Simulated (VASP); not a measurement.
# InAs (Fm-3m) in VASP: further runs

Runs on InAs. Level: PBE. Tasks: single point.

All numbers are computed with VASP 6.6.1; they aren't measurements. Logs are shortened: lines on timing, memory, paths and dates and some standing lists are left out, and cuts for length are marked.

**1. The structure**

Symmetry: Fm-3m, No. 225, cubic system. Conventional cell: a = 5.755 Å, b = 5.755 Å, c = 5.755 Å, α = 90.00°, β = 90.00°, γ = 90.00°. In (site symmetry m-3m) is surrounded by 6 As at 2.88 Å. As (site symmetry m-3m) has 6 In at 2.88 Å as nearest neighbours.

Measurements of this composition are mostly on another form, of space group No. 216.

**2. Single point, PBE, spin-orbit coupling, no magnetisation**

The input, INCAR:

```
ALGO = Normal ; EDIFF = 1E-7
ENCUT = 750 ; GGA = PE
GGA_COMPAT = F ; ISIF = 2
ISMEAR = 0 ; LASPH = T
LCHARG = F ; LORBIT = 11
LREAL = F ; LSORBIT = T
LWAVE = F ; MAGMOM = 0 0 0 0 0 0
NBANDS = 34 ; NELM = 100
PREC = Accurate ; SIGMA = 0.02
```

The input, KPOINTS:

```
k-points
0
Gamma
  8 8 8
```

The input, POSCAR:

```
InAs
1.0
    0.0000000000      2.8773040000      2.8773040000
    2.8773040000      0.0000000000      2.8773040000
    2.8773040000      2.8773040000      0.0000000000
In As
1 1
Direct
    0.5000000000      0.5000000000      0.5000000000
    0.0000000000      0.0000000000      0.0000000000
```

Potentials or basis: VASP PAW PBE potentials, release 64 (In_d, As).

Command:

```sh
$ cat potpaw_PBE.64/In_d/POTCAR potpaw_PBE.64/As/POTCAR > POTCAR
$ mpirun -np 1 vasp_ncl > vasp.out
```

OUTCAR:

```text
EDIFF = 1E-7
   ENCUT = 750
   GGA = PE
   ISIF = 2
   ISMEAR = 0
   LASPH = T
   LORBIT = 11
   LREAL = F
   LSORBIT = T
   NELM = 100
   PREC = Accurate

 Found     29 irreducible k-points:

 Following reciprocal coordinates:
            Coordinates               Weight
  0.000000  0.000000  0.000000      1.000000
  0.125000  0.000000  0.000000      8.000000
  0.250000  0.000000  0.000000      8.000000
  0.375000  0.000000  0.000000      8.000000
  0.500000  0.000000  0.000000      4.000000
  0.125000  0.125000  0.000000      6.000000
   k-points           NKPTS =     29   k-points in BZ     NKDIM =     29   number of bands    NBANDS=     34
   number of dos      NEDOS =    301   number of ions     NIONS =      2
   total plane-waves  NPLWV =  46656
   dimension x,y,z NGX =    36 NGY =   36 NGZ =   36
   dimension x,y,z NGXF=    72 NGYF=   72 NGZF=   72
   ions per type =               1   1
   NGX,Y,Z   is equivalent  to a cutoff of  14.71, 14.71, 14.71 a.u.
   NGXF,Y,Z  is equivalent  to a cutoff of  29.42, 29.42, 29.42 a.u.
 SYSTEM =  unknown system
   PREC   = accura    normal or accurate (medium, high low for compatibility)
   ISTART =      0    job   : 0-new  1-cont  2-samecut
   ICHARG =      2    charge: 1-file 2-atom 10-const
   ISPIN  =      1    spin polarized calculation?
   LNONCOLLINEAR =      T non collinear calculations
   LSORBIT =      T    spin-orbit coupling
   LASPH  =      T    aspherical Exc in radial PAW
   ENCUT  =  750.0 eV  55.12 Ry    7.42 a.u.   9.09  9.09  9.09*2*pi/ulx,y,z
   NELM   =    100;   NELMIN=  2; NELMDL= -5     # of ELM steps
   EDIFF  = 0.1E-06   stopping-criterion for ELM
   LREAL  =      F    real-space projection
   EDIFFG = 0.1E-05   stopping-criterion for IOM
   NSW    =      0    number of steps for IOM
   IBRION =     -1    ionic relax: 0-MD 1-quasi-New 2-CG
   NFREE  =      0    steps in history (QN), initial steepest desc. (CG)
   ISIF   =      2    stress and relaxation
   ISYM   =      2    0-nonsym 1-usesym 2-fastsym
   POTIM  = 0.5000    time-step for ionic-motion
   TEBEG  =    0.0;   TEEND  =   0.0 temperature during run
   PSTRESS=    0.0 pullay stress
   NELECT =      18.0000    total number of electrons
   NUPDOWN=      -1.0000    fix difference up-down
   EMIN   =  10.00;   EMAX   =-10.00  energy-range for DOS
   EFERMI =   0.00;   METHOD = LEGACY
   ISMEAR =     0;   SIGMA  =   0.02  broadening in eV -4-tet -1-fermi 0-gaus
   EFERMI_NEDOS =   21; number of points for ismear=-14 and -15
   IALGO  =     38    algorithm
   IMIX   =      4    mixing-type and parameters
     AMIX     =   0.40;   BMIX     =  1.00
     AMIX_MAG =   1.60;   BMIX_MAG =  1.00
  volume/ion in A,a.u.               =      23.82       160.75
  Fermi-wavevector in a.u.,A,eV,Ry     =   1.183505  2.236499 19.057448  1.400683
  Thomas-Fermi vector in A             =   2.319738
   LORBIT       =     11    0 simple, 1 ext, 2 COOP (PROOUT), +10 PAW based schemes
   GGA     = PE    functional components
   LHFCALC =     F    Hartree Fock is set to
   AEXX    =    0.0000 exact exchange contribution
   IVDW    =     0    specifies the selected vdW correction
   LEPSILON=     F    determine dielectric tensor
   LRPA    =     F    only Hartree local field effects (RPA)
 Gauss-broadening in eV      SIGMA  =   0.02
  energy-cutoff  :      750.00
  volume of cell :       47.64
 maximum number of plane-waves:      4504
   NGX = 19   NGY = 19   NGZ = 19

 number of electron      18.0000000 magnetization       0.0000000      0.0000000      0.0000000

 number of electron      18.0000003 magnetization      -0.0000000      0.0000000      0.0000000

 number of electron      18.0000003 magnetization       0.0000000     -0.0000000     -0.0000000

 Free energy of the ion-electron system (eV)
  ---------------------------------------------------
  ext. energy  EPLUGINS =         0.00000000
  ---------------------------------------------------
  free energy    TOTEN  =        -7.36345911 eV

  energy without entropy =       -7.36323546  energy(sigma->0) =       -7.36334728

 E-fermi :   5.9277     XC(G=0): -10.0970

 val. band max:        5.8900790057   @ k =   0.3750   0.0000   0.0000
 cond. band min:       5.9466468915   @ k =   0.2500   0.0000   0.0000
 fundamental gap:      0.0565678858
 Fermi energy:         5.9276808265

 k-point     1 :       0.0000    0.0000    0.0000
  band No.  band energies     occupation
      1      -8.8667      1.00000
      2      -8.8667      1.00000
      3      -8.8667      1.00000
      4      -8.8667      1.00000
      5      -8.0206      1.00000
      6      -8.0206      1.00000
[... 22 lines left out ...]
     29      13.6456      0.00000
     30      13.6456      0.00000

 k-point     2 :       0.1250    0.0000    0.0000
  band No.  band energies     occupation
      1      -8.8685      1.00000
      2      -8.8685      1.00000
      3      -8.8645      1.00000
      4      -8.8645      1.00000
      5      -8.0270      1.00000
      6      -8.0270      1.00000
[... 22 lines left out ...]
     29      13.6295      0.00000
     30      13.6295      0.00000

 k-point     3 :       0.2500    0.0000    0.0000
  band No.  band energies     occupation
      1      -8.8734      1.00000
      2      -8.8734      1.00000
      3      -8.8597      1.00000
      4      -8.8597      1.00000
      5      -8.0428      1.00000
      6      -8.0428      1.00000
[... 22 lines left out ...]
     29      14.6572      0.00000
     30      14.6572      0.00000

 k-point     4 :       0.3750    0.0000    0.0000
  band No.  band energies     occupation
      1      -8.8789      1.00000
      2      -8.8789      1.00000
      3      -8.8558      1.00000
      4      -8.8558      1.00000
      5      -8.0588      1.00000
      6      -8.0588      1.00000
[... 22 lines left out ...]
     29      16.2448      0.00000
     30      16.2448      0.00000

 k-point     5 :       0.5000    0.0000    0.0000
  band No.  band energies     occupation
      1      -8.8814      1.00000
      2      -8.8814      1.00000
      3      -8.8544      1.00000
      4      -8.8544      1.00000
      5      -8.0654      1.00000
      6      -8.0654      1.00000
[... 22 lines left out ...]
     29      17.6944      0.00000
     30      17.6944      0.00000

 k-point     6 :       0.1250    0.1250    0.0000
  band No.  band energies     occupation
      1      -8.8693      1.00000
      2      -8.8693      1.00000
      3      -8.8649      1.00000
      4      -8.8649      1.00000
      5      -8.0308      1.00000
      6      -8.0308      1.00000
[... 22 lines left out ...]
     29      14.7004      0.00000
     30      14.7004      0.00000

 [... further k-points ...]

 [bands above 30 left out]

------------------------ aborting loop because EDIFF is reached ----------------------------------------

  FORCE on cell =-STRESS in cart. coord.  units (eV):
  Direction    XX          YY          ZZ          XY          YZ          ZX
  --------------------------------------------------------------------------------------
  -------------------------------------------------------------------------------------
  Total        0.0220726      0.0220726      0.0220726      0.0000000      0.0000000     -0.0000000
  in kB        0.7422962      0.7422962      0.7422962      0.0000000      0.0000000     -0.0000000
  external PRESSURE =       0.7422962 kB  Pullay stress =       0.0000000 kB

 VOLUME and BASIS-vectors are now :
 -----------------------------------------------------------------------------
  energy-cutoff  :      750.00
  volume of cell :       47.64
      direct lattice vectors                 reciprocal lattice vectors
     0.000000000  2.877304000  2.877304000    -0.173773783  0.173773783  0.173773783
     2.877304000  0.000000000  2.877304000     0.173773783 -0.173773783  0.173773783
     2.877304000  2.877304000  0.000000000     0.173773783  0.173773783 -0.173773783

 POSITION                                       TOTAL-FORCE (eV/Angst)
 -----------------------------------------------------------------------------------
      2.87730      2.87730      2.87730        -0.000000      0.000000      0.000000
      0.00000      0.00000      0.00000         0.000000     -0.000000     -0.000000
 -----------------------------------------------------------------------------------
    total drift:                                0.000000      0.000000      0.000000

  FREE ENERGIE OF THE ION-ELECTRON SYSTEM (eV)
  ---------------------------------------------------
  free  energy   TOTEN  =        -7.3634591055 eV

  energy  without entropy=       -7.3632354600  energy(sigma->0) =       -7.36334728

 Spin-Orbit-Coupling matrix elements

 Ion:    1  E_soc:     -0.0675358
 l=   1
     0.0000000    -0.0050162    -0.0050162
    -0.0050162     0.0000000    -0.0050162
    -0.0050162    -0.0050162     0.0000000
 l=   2
     0.0000000    -0.0012693     0.0000000    -0.0012693    -0.0049704
    -0.0012693     0.0000000    -0.0037278    -0.0012693    -0.0012426
     0.0000000    -0.0037278     0.0000000    -0.0037278     0.0000000
    -0.0012693    -0.0012693    -0.0037278     0.0000000    -0.0012426
    -0.0049704    -0.0012426     0.0000000    -0.0012426     0.0000000
 l=   3
     0.0000000     0.0000000     0.0000000     0.0000000     0.0000000     0.0000000     0.0000000
     0.0000000     0.0000000     0.0000000     0.0000000     0.0000000     0.0000000     0.0000000
     0.0000000     0.0000000     0.0000000     0.0000000     0.0000000     0.0000000     0.0000000
     0.0000000     0.0000000     0.0000000     0.0000000     0.0000000     0.0000000     0.0000000
     0.0000000     0.0000000     0.0000000     0.0000000     0.0000000     0.0000000     0.0000000
     0.0000000     0.0000000     0.0000000     0.0000000     0.0000000     0.0000000     0.0000000
     0.0000000     0.0000000     0.0000000     0.0000000     0.0000000     0.0000000     0.0000000

 Ion:    2  E_soc:     -0.0340993
 l=   1
     0.0000000    -0.0056846    -0.0056846
    -0.0056846     0.0000000    -0.0056846
    -0.0056846    -0.0056846     0.0000000
 l=   2
     0.0000000    -0.0000009     0.0000000    -0.0000009     0.0000023
    -0.0000009     0.0000000     0.0000017    -0.0000009     0.0000006
     0.0000000     0.0000017     0.0000000     0.0000017     0.0000000
    -0.0000009    -0.0000009     0.0000017     0.0000000     0.0000006
     0.0000023     0.0000006     0.0000000     0.0000006     0.0000000
 l=   3
     0.0000000     0.0000000     0.0000000     0.0000000     0.0000000     0.0000000     0.0000000
     0.0000000     0.0000000     0.0000000     0.0000000     0.0000000     0.0000000     0.0000000
     0.0000000     0.0000000     0.0000000     0.0000000     0.0000000     0.0000000     0.0000000
     0.0000000     0.0000000     0.0000000     0.0000000     0.0000000     0.0000000     0.0000000
     0.0000000     0.0000000     0.0000000     0.0000000     0.0000000     0.0000000     0.0000000
     0.0000000     0.0000000     0.0000000     0.0000000     0.0000000     0.0000000     0.0000000
     0.0000000     0.0000000     0.0000000     0.0000000     0.0000000     0.0000000     0.0000000

 total charge

# of ion       s       p       d       tot
------------------------------------------
    1        0.883   0.559   9.878  11.320
    2        1.267   1.432   0.024   2.722
--------------------------------------------------
tot          2.149   1.991   9.902  14.042

 magnetization (x)

# of ion       s       p       d       tot
------------------------------------------
    1        0.000   0.000  -0.000  -0.000
    2        0.000   0.000   0.000   0.000
--------------------------------------------------
tot          0.000   0.000  -0.000   0.000

 magnetization (y)

# of ion       s       p       d       tot
------------------------------------------
    1        0.000   0.000  -0.000   0.000
    2        0.000  -0.000  -0.000  -0.000
--------------------------------------------------
tot          0.000  -0.000  -0.000   0.000

 magnetization (z)

# of ion       s       p       d       tot
------------------------------------------
    1        0.000  -0.000  -0.000   0.000
    2        0.000  -0.000  -0.000   0.000
--------------------------------------------------
tot          0.000  -0.000  -0.000   0.000
```

Run time: 1.7 min. Hardware: 1 thread of AMD EPYC 9R45 (Zen 5), shared host; peak memory 0.41 GiB.

These settings aren't checked as converged: the numbers below hold their error.

Results:

| Item | Value |
| --- | --- |
| Free energy | -7.3635 eV |
| Pressure | 0.1 GPa |
| Valence electrons inside the program's atomic spheres | In 11.32; As 2.72 |

(Continued in part 2 of 2.)
